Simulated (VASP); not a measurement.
# Sb (R-3m) in VASP: notebook

Runs on Sb. Level: PBE+D3(BJ). Tasks: relaxation of cell and atoms, vibrations by finite differences.

Everything below comes from runs of VASP 6.6.1. Logs are shortened: lines on timing, memory, paths and dates and some standing lists are left out, and cuts for length are marked.

### 1 The structure

It takes space group R-3m (No. 166, trigonal). The conventional cell has a = 4.308 Å, b = 4.308 Å, c = 11.274 Å, α = 90.00°, β = 90.00°, γ = 120.00°. Sb (site symmetry 3m) has 3 Sb at 2.91 Å as nearest neighbours.

### 2 Relaxation of cell and atoms, PBE+D3(BJ)

Contents of INCAR:

```
PREC = Accurate
ENCUT = 520
EDIFF = 1E-7
ISMEAR = 0
SIGMA = 0.02
LREAL = F
LASPH = T
NELM = 100
ALGO = Normal
ISIF = 3
LWAVE = F
LCHARG = F
GGA = PE
IVDW = 12
IBRION = 2
NSW = 80
EDIFFG = -0.002
```

Contents of KPOINTS:

```
Automatic mesh
0
Gamma
  3 3 3
```

Contents of POSCAR:

```
Sb
1.0
    2.1542000000      1.2437279500      3.7580000000
   -2.1542000000      1.2437279500      3.7580000000
    0.0000000000     -2.4874559000      3.7580000000
Sb
2
Direct
    0.2334900000      0.2334900000      0.2334900000
    0.7665100000      0.7665100000      0.7665100000
```

Potentials or basis: VASP PAW PBE potentials, release 64 (Sb).

The run is started by

```console
$ cat potpaw_PBE.64/Sb/POTCAR > POTCAR
$ mpirun -np 1 vasp_std > vasp.out
```

OUTCAR:

```text
PREC = Accurate
   ENCUT = 520
   EDIFF = 1E-7
   ISMEAR = 0
   LREAL = F
   LASPH = T
   NELM = 100
   ISIF = 3
   GGA = PE
   IVDW = 12
   IBRION = 2
   NSW = 80
   EDIFFG = -0.002
 IVDW          = 12

 ion  position               nearest neighbor table
   1  0.233  0.233  0.233-   2 2.91   2 2.91   2 2.91   2 3.35   2 3.35   2 3.35
   2  0.767  0.767  0.767-   1 2.91   1 2.91   1 2.91   1 3.35   1 3.35   1 3.35

  LATTYP: Found a trigonal (rhomboedric) cell.
 ALAT       =     4.5066618304
 COS(alpha) =     0.5430253623

  Lattice vectors:

 A1 = (   2.1542000000,   1.2437279500,   3.7580000000)
 A2 = (  -2.1542000000,   1.2437279500,   3.7580000000)
 A3 = (   0.0000000000,  -2.4874559000,   3.7580000000)

Analysis of symmetry for initial positions (statically):
=====================================================================
 Subroutine PRICEL returns:
 Original cell was already a primitive cell.

 Routine SETGRP: Setting up the symmetry group for a
 trigonal (rhombohedral) supercell.

 Subroutine GETGRP returns: Found 12 space group operations
 (whereof 12 operations were pure point group operations)
 out of a pool of 12 trial point group operations.

The static configuration has the point symmetry D_3d.

Analysis of symmetry for dynamics (positions and initial velocities):
=====================================================================
 Subroutine PRICEL returns:
 Original cell was already a primitive cell.

 Routine SETGRP: Setting up the symmetry group for a
 trigonal (rhombohedral) supercell.

 Subroutine GETGRP returns: Found 12 space group operations
 (whereof 12 operations were pure point group operations)
 out of a pool of 12 trial point group operations.

The dynamic configuration has the point symmetry D_3d.

 Subroutine INISYM returns: Found 12 space group operations
 (whereof 12 operations are pure point group operations),
 and found     1 'primitive' translations

----------------------------------------------------------------------------------------

                                     Primitive cell

  volume of cell :      60.4115

  direct lattice vectors                    reciprocal lattice vectors
     2.154200000  1.243727950  3.758000000     0.232104726  0.134005726  0.088699663
    -2.154200000  1.243727950  3.758000000    -0.232104726  0.134005726  0.088699663
     0.000000000 -2.487455900  3.758000000     0.000000000 -0.268011452  0.088699663

  length of vectors
     4.506661830  4.506661830  4.506661830     0.282307932  0.282307932  0.282307932

  position of ions in fractional coordinates (direct lattice)
     0.233490000  0.233490000  0.233490000
     0.766510000  0.766510000  0.766510000

  ion indices of the primitive-cell ions
   primitive index   ion index
                 1           1
                 2           2

----------------------------------------------------------------------------------------

 KPOINTS: Automatic mesh

Automatic generation of k-mesh.
 Grid dimensions read from file:
 generate k-points for:    3    3    3

 Generating k-lattice:

  Cartesian coordinates                     Fractional coordinates (reciprocal lattice)
     0.077368242  0.044668575  0.029566554     0.333333333 -0.000000000  0.000000000
    -0.077368242  0.044668575  0.029566554    -0.000000000  0.333333333  0.000000000
     0.000000000 -0.089337151  0.029566554     0.000000000  0.000000000  0.333333333

  Length of vectors
     0.094102644  0.094102644  0.094102644

  Shift w.r.t. Gamma in fractional coordinates (k-lattice)
     0.000000000  0.000000000  0.000000000

 Subroutine IBZKPT returns following result:
 ===========================================

 Found      6 irreducible k-points:

 Following reciprocal coordinates:
            Coordinates               Weight
  0.000000  0.000000  0.000000      1.000000
  0.333333  0.000000 -0.000000      6.000000
  0.333333  0.333333 -0.000000      6.000000
 -0.333333  0.333333  0.000000      6.000000
  0.333333  0.333333  0.333333      2.000000
 -0.333333  0.333333  0.333333      6.000000
   k-points           NKPTS =      6   k-points in BZ     NKDIM =      6   number of bands    NBANDS=      9
   number of dos      NEDOS =    301   number of ions     NIONS =      2
   total plane-waves  NPLWV =  46656
   dimension x,y,z NGX =    36 NGY =   36 NGZ =   36
   dimension x,y,z NGXF=    72 NGYF=   72 NGZF=   72
   ions per type =               2
   NGX,Y,Z   is equivalent  to a cutoff of  13.28, 13.28, 13.28 a.u.
   NGXF,Y,Z  is equivalent  to a cutoff of  26.56, 26.56, 26.56 a.u.
 SYSTEM =  unknown system
   PREC   = accura    normal or accurate (medium, high low for compatibility)
   ISTART =      0    job   : 0-new  1-cont  2-samecut
   ICHARG =      2    charge: 1-file 2-atom 10-const
   ISPIN  =      1    spin polarized calculation?
   LNONCOLLINEAR =      F non collinear calculations
   LSORBIT =      F    spin-orbit coupling
   LASPH  =      T    aspherical Exc in radial PAW
   ENCUT  =  520.0 eV  38.22 Ry    6.18 a.u.   8.38  8.38  8.38*2*pi/ulx,y,z
   NELM   =    100;   NELMIN=  2; NELMDL= -5     # of ELM steps
   EDIFF  = 0.1E-06   stopping-criterion for ELM
   LREAL  =      F    real-space projection
   EDIFFG = -.2E-02   stopping-criterion for IOM
   NSW    =     80    number of steps for IOM
   IBRION =      2    ionic relax: 0-MD 1-quasi-New 2-CG
   NFREE  =      1    steps in history (QN), initial steepest desc. (CG)
   ISIF   =      3    stress and relaxation
   ISYM   =      2    0-nonsym 1-usesym 2-fastsym
   POTIM  = 0.5000    time-step for ionic-motion
   TEBEG  =    0.0;   TEEND  =   0.0 temperature during run
   PSTRESS=    0.0 pullay stress
   NELECT =      10.0000    total number of electrons
   NUPDOWN=      -1.0000    fix difference up-down
   EMIN   =  10.00;   EMAX   =-10.00  energy-range for DOS
   EFERMI =   0.00;   METHOD = LEGACY
   ISMEAR =     0;   SIGMA  =   0.02  broadening in eV -4-tet -1-fermi 0-gaus
   EFERMI_NEDOS =   21; number of points for ismear=-14 and -15
   IALGO  =     38    algorithm
   IMIX   =      4    mixing-type and parameters
     AMIX     =   0.40;   BMIX     =  1.00
     AMIX_MAG =   1.60;   BMIX_MAG =  1.00
  volume/ion in A,a.u.               =      30.21       203.84
  Fermi-wavevector in a.u.,A,eV,Ry     =   0.898880  1.698637 10.993305  0.807985
  Thomas-Fermi vector in A             =   2.021644
   LORBIT       =      0    0 simple, 1 ext, 2 COOP (PROOUT), +10 PAW based schemes
   GGA     = PE    functional components
   LHFCALC =     F    Hartree Fock is set to
   AEXX    =    0.0000 exact exchange contribution
   IVDW    =    12    specifies the selected vdW correction
   LEPSILON=     F    determine dielectric tensor
   LRPA    =     F    only Hartree local field effects (RPA)
 conjugate gradient relaxation of ions
 non-spin polarized calculation
 Gauss-broadening in eV      SIGMA  =   0.02
  energy-cutoff  :      520.00
  volume of cell :       60.41
 maximum number of plane-waves:      1633
 NGX is ok and might be reduce to    36
   NGX = 17   NGY = 17   NGZ = 17

--------------------------------------- Ionic step        1  -------------------------------------------

 number of electron      10.0000000 magnetization

 Free energy of the ion-electron system (eV)
  ---------------------------------------------------
  ext. energy  EPLUGINS =         0.00000000
  ---------------------------------------------------
  free energy    TOTEN  =        -8.35990712 eV

  energy without entropy =       -8.35990712  energy(sigma->0) =       -8.35990712

------------------------ aborting loop because EDIFF is reached ----------------------------------------

 Edisp (eV)   -0.94507

 E8    (eV) :    -0.4410

  FORCE on cell =-STRESS in cart. coord.  units (eV):
  Direction    XX          YY          ZZ          XY          YZ          ZX
  --------------------------------------------------------------------------------------
  -------------------------------------------------------------------------------------
  Total       0.63708     0.63708    -0.20960    -0.00000     0.00000     0.00000
  in kB      16.89598    16.89598    -5.55886    -0.00000     0.00000     0.00000
  external pressure =        9.41 kB  Pullay stress =        0.00 kB
[... 97 lines left out ...]
  FREE ENERGIE OF THE ION-ELECTRON SYSTEM (eV)
  ---------------------------------------------------
  free  energy   TOTEN  =        -9.3151066199 eV

  energy  without entropy=       -9.3151066199  energy(sigma->0) =       -9.31510662

[... ionic steps 4 to 12 ...]

--------------------------------------- Ionic step       13  -------------------------------------------

 number of electron      10.0000000 magnetization

------------------------ aborting loop because EDIFF is reached ----------------------------------------

 Edisp (eV)   -0.92976

 E8    (eV) :    -0.4339
[... 69 lines left out ...]
  energy  without entropy=       -9.3208649126  energy(sigma->0) =       -9.32086491

--------------------------------------- Ionic step       15  -------------------------------------------

 number of electron      10.0000000 magnetization

 Free energy of the ion-electron system (eV)
  ---------------------------------------------------
  ext. energy  EPLUGINS =         0.00000000
  ---------------------------------------------------
  free energy    TOTEN  =        -8.39121256 eV

  energy without entropy =       -8.39121256  energy(sigma->0) =       -8.39121256

 E-fermi :   6.4004     XC(G=0):  -9.4602

 val. band max:        6.2845740011   @ k =   0.3333   0.0000  -0.0000
 cond. band min:       7.7024920510   @ k =   0.3333   0.3333   0.3333
 fundamental gap:      1.4179180499
 Fermi energy:         6.4003621878

 k-point     1 :       0.0000    0.0000    0.0000
  band No.  band energies     occupation
      1      -5.5084      2.00000
      2       2.2527      2.00000
      3       5.1522      2.00000
      4       5.1522      2.00000
      5       5.3917      2.00000
      6       9.0801      0.00000
      7       9.7691      0.00000
      8       9.7691      0.00000
      9      12.0495      0.00000
[... 91 lines left out ...]
  FREE ENERGIE OF THE ION-ELECTRON SYSTEM (eV)
  ---------------------------------------------------
  free  energy   TOTEN  =        -9.3208658127 eV

  energy  without entropy=       -9.3208658127  energy(sigma->0) =       -9.32086581

 reached required accuracy - stopping structural energy minimisation
```

Wall time 40 s (1 thread of Intel Xeon Platinum 8488C (Sapphire Rapids), shared host); peak memory 0.2 GiB.

Results:

| Quantity | Value |
| --- | --- |
| Free energy | -9.3209 eV |
| Relaxed volume | 30.70 Å³/atom |
| Relaxed cell | a = 4.466 Å, b = 4.466 Å, c = 4.466 Å, α = 58.88°, β = 58.88°, γ = 58.88° |
| Space group after relaxing (to 0.05 Å) | R-3m (No. 166) |
| Energy gained by relaxing | 7.9 meV/atom |
| Ionic steps | 15 |
| Pressure after relaxing | 0.0 GPa |
| Band gap on the k mesh | 1.42 eV, indirect (least direct gap 1.43 eV) |
| Dispersion energy per atom | -0.465 eV |

The path:
| step | energy change (eV) | largest force (eV/Å) | pressure (GPa) | volume (Å³) |
| --- | --- | --- | --- | --- |
| 1 | 0.0000 | 0.0900 | 0.94 | 60.41 |
| 2 | -0.0101 | 0.1603 | -0.68 | 61.97 |
| 3 | -0.0101 | 0.1578 | -0.62 | 61.91 |
| 4 | -0.0155 | 0.0524 | -0.14 | 61.47 |
| 5 | -0.0158 | 0.0175 | 0.02 | 61.32 |
| 6 | -0.0158 | 0.0147 | 0.03 | 61.31 |
| 7 | -0.0159 | 0.0086 | 0.01 | 61.35 |
| 8 | -0.0159 | 0.0001 | -0.01 | 61.41 |
| 9 | -0.0159 | 0.0032 | 0.02 | 61.38 |
| 10 | -0.0159 | 0.0024 | 0.01 | 61.38 |
| 11 | -0.0159 | 0.0019 | 0.01 | 61.39 |
| 12 | -0.0159 | 0.0016 | 0.01 | 61.39 |
| 13 | -0.0159 | 0.0018 | 0.01 | 61.39 |
| 14 | -0.0159 | 0.0019 | 0.01 | 61.39 |
| 15 | -0.0159 | 0.0007 | 0.00 | 61.40 |

Final structure:
```
Sb
1.0
     2.19534    1.26748    3.67744
    -2.19534    1.26748    3.67744
     0.00000   -2.53497    3.67744
Sb
2
Direct
  0.23180 0.23180 0.23180
  0.76820 0.76820 0.76820
```

Levels at points of the mesh, in eV from the valence-band top:
```tsv
k point	band 1	band 2	band 3	band 4	band 5	band 6	band 7	band 8	band 9
(0.00, 0.00, 0.00)	-11.79	-4.03	-1.13	-1.13	-0.89	2.80	3.48	3.48	5.76
```

Caveat: the k mesh is coarse (spacing up to 0.59 Å⁻¹), so the values aren't converged; spin-orbit coupling is left out, which moves the levels of the heavy elements; an odd mesh through Γ misses points on the zone boundary, where band edges often lie.

### 3 Relaxation of cell and atoms, PBE+D3(BJ)

This run uses another cell than the first one, of 30.70 Å³/atom, 1.016 times its volume.

INCAR is that of step 2.

KPOINTS is that of step 2.

Contents of POSCAR:

```
Sb                                      
1.0
    2.1953448279      1.2674829275      3.6774382507
   -2.1953448279      1.2674829275      3.6774382507
    0.0000000000     -2.5349658549      3.6774382507
  Sb            
     2
Direct
     0.2318011591601910    0.2318011591601910    0.2318011591601910
     0.7681988408398089    0.7681988408398089    0.7681988408398089
```

Potentials or basis: VASP PAW PBE potentials, release 64 (Sb).

The run is started by

```console
$ cat potpaw_PBE.64/Sb/POTCAR > POTCAR
$ mpirun -np 1 vasp_std > vasp.out
```

OUTCAR:

```text
PREC = Accurate
   ENCUT = 520
   EDIFF = 1E-7
   ISMEAR = 0
   LREAL = F
   LASPH = T
   NELM = 100
   ISIF = 3
   GGA = PE
   IVDW = 12
   IBRION = 2
   NSW = 80
   EDIFFG = -0.002
 IVDW          = 12

 ion  position               nearest neighbor table
   1  0.232  0.232  0.232-   2 2.91   2 2.91   2 2.91   2 3.38   2 3.38   2 3.38
   2  0.768  0.768  0.768-   1 2.91   1 2.91   1 2.91   1 3.38   1 3.38   1 3.38

  LATTYP: Found a trigonal (rhomboedric) cell.
 ALAT       =     4.4664979539
 COS(alpha) =     0.5168286127

  Lattice vectors:

 A1 = (   2.1953448279,   1.2674829275,   3.6774382507)
 A2 = (  -2.1953448279,   1.2674829275,   3.6774382507)
 A3 = (   0.0000000000,  -2.5349658549,   3.6774382507)

Analysis of symmetry for initial positions (statically):
=====================================================================
 Subroutine PRICEL returns:
 Original cell was already a primitive cell.

 Routine SETGRP: Setting up the symmetry group for a
 trigonal (rhombohedral) supercell.

 Subroutine GETGRP returns: Found 12 space group operations
 (whereof 12 operations were pure point group operations)
 out of a pool of 12 trial point group operations.

[... 156 lines left out ...]
      2       2.2527      2.00000
      3       5.1522      2.00000
      4       5.1522      2.00000
      5       5.3917      2.00000
      6       9.0801      0.00000
      7       9.7692      0.00000
      8       9.7692      0.00000
      9      12.0495      0.00000
[... 49 lines left out ...]
 k-point     6 :      -0.3333    0.3333    0.3333
  band No.  band energies     occupation
      1      -3.1903      2.00000
      2      -1.6673      2.00000
      3       2.0973      2.00000
      4       4.1846      2.00000
      5       4.9478      2.00000
      6       9.3193      0.00000
      7       9.4118      0.00000
      8      12.2740      0.00000
      9      12.4789      0.00000

------------------------ aborting loop because EDIFF is reached ----------------------------------------

 Edisp (eV)   -0.92965

 E8    (eV) :    -0.4339

  FORCE on cell =-STRESS in cart. coord.  units (eV):
  Direction    XX          YY          ZZ          XY          YZ          ZX
  --------------------------------------------------------------------------------------
  -------------------------------------------------------------------------------------
  Total      -0.00068    -0.00068     0.00080     0.00000     0.00000     0.00000
  in kB      -0.01776    -0.01776     0.02099     0.00000     0.00000     0.00000
  external pressure =       -0.00 kB  Pullay stress =        0.00 kB

 VOLUME and BASIS-vectors are now :
 -----------------------------------------------------------------------------
  energy-cutoff  :      520.00
  volume of cell :       61.40
      direct lattice vectors                 reciprocal lattice vectors
     2.195344828  1.267482927  3.677438251     0.227754653  0.131494210  0.090642809
    -2.195344828  1.267482927  3.677438251    -0.227754653  0.131494210  0.090642809
     0.000000000 -2.534965855  3.677438251     0.000000000 -0.262988421  0.090642809

 POSITION                                       TOTAL-FORCE (eV/Angst)
 -----------------------------------------------------------------------------------
      0.00000      0.00000      2.55730         0.000000      0.000000      0.000688
      0.00000      0.00000      8.47501         0.000000     -0.000000     -0.000688
 -----------------------------------------------------------------------------------
    total drift:                                0.000000     -0.000000      0.000000

  FREE ENERGIE OF THE ION-ELECTRON SYSTEM (eV)
  ---------------------------------------------------
  free  energy   TOTEN  =        -9.3208921425 eV

  energy  without entropy=       -9.3208921425  energy(sigma->0) =       -9.32089214

 reached required accuracy - stopping structural energy minimisation
```

CONTCAR:

```text
Sb
   1.00000000000000
     2.1953448279000001    1.2674829274999999    3.6774382506999999
    -2.1953448279000001    1.2674829274999999    3.6774382506999999
     0.0000000000000000   -2.5349658548999998    3.6774382506999999
  Sb
     2
Direct
     0.2318011591601916    0.2318011591601916    0.2318011591601916
     0.7681988408398084    0.7681988408398084    0.7681988408398084

  0.00000000E+00  0.00000000E+00  0.00000000E+00
  0.00000000E+00  0.00000000E+00  0.00000000E+00
```

Run time: 6.1 s. Hardware: 1 thread of Intel Xeon Platinum 8488C (Sapphire Rapids), shared host; peak memory 0.2 GiB.

Results:

```
Free energy                : -9.3209 eV
Pressure after relaxing    : 0.0 GPa
Band gap on the k mesh     : 1.42 eV, indirect (least direct gap 1.43 eV)
Dispersion energy per atom : -0.465 eV
```

Final structure:
```cif
data_structure
_symmetry_space_group_name_H-M 'P 1'
_symmetry_Int_Tables_number 1
_cell_length_a 4.4665
_cell_length_b 4.4665
_cell_length_c 4.4665
_cell_angle_alpha 58.880
_cell_angle_beta 58.880
_cell_angle_gamma 58.880
_cell_volume 61.40
loop_
_atom_site_label
_atom_site_type_symbol
_atom_site_fract_x
_atom_site_fract_y
_atom_site_fract_z
_atom_site_occupancy
Sb1 Sb 0.23180 0.23180 0.23180 1
Sb2 Sb 0.76820 0.76820 0.76820 1
```

Caveat: the k mesh is coarse (spacing up to 0.58 Å⁻¹), so the values aren't converged; the relaxation stopped at its first step, so nothing moved; spin-orbit coupling is left out, which moves the levels of the heavy elements; an odd mesh through Γ misses points on the zone boundary, where band edges often lie.

### 4 Vibrations by finite differences, PBE+D3(BJ)

This run uses another cell than the first one, of 30.70 Å³/atom, 1.016 times its volume.

Contents of INCAR:

```
SYSTEM = Sb
PREC = Accurate ; ENCUT = 520
EDIFF = 1E-8 ; ISMEAR = 0
SIGMA = 0.02 ; LREAL = .FALSE.
LASPH = .TRUE. ; NELM = 100
ALGO = Normal ; ISIF = 2
LWAVE = .FALSE. ; LCHARG = .FALSE.
GGA = PE ; IVDW = 12
IBRION = 6 ; NFREE = 2
POTIM = 0.015 ; NSW = 1
```

Contents of KPOINTS:

```
regular mesh
0
G
  3 3 3
  0 0 0
```

Contents of POSCAR:

```
Sb                                      
1.0
    2.1953448279      1.2674829275      3.6774382507
   -2.1953448279      1.2674829275      3.6774382507
    0.0000000000     -2.5349658549      3.6774382507
  Sb            
     2
Direct
     0.2318011591601916    0.2318011591601916    0.2318011591601916
     0.7681988408398084    0.7681988408398084    0.7681988408398084
```

The run is started by

```console
$ cat potpaw_PBE.64/Sb/POTCAR > POTCAR
$ mpirun -np 1 vasp_std > vasp.out
```

It took 23 s on 1 thread of Intel Xeon Platinum 8488C (Sapphire Rapids), shared host; peak memory 0.2 GiB.

It converged, with:

* Highest phonon frequency at Γ: 145 cm⁻¹
* Dispersion energy per atom: -0.465 eV

Phonon frequencies in cm⁻¹ (negative: imaginary):
```
              q point        frequencies
(0.000, 0.000, 0.000)  0 0 0 105 105 145
```

Caveat: the k mesh is coarse (spacing up to 0.58 Å⁻¹), so the values aren't converged. The run has no spin-orbit coupling, so splittings on Sb are missing.
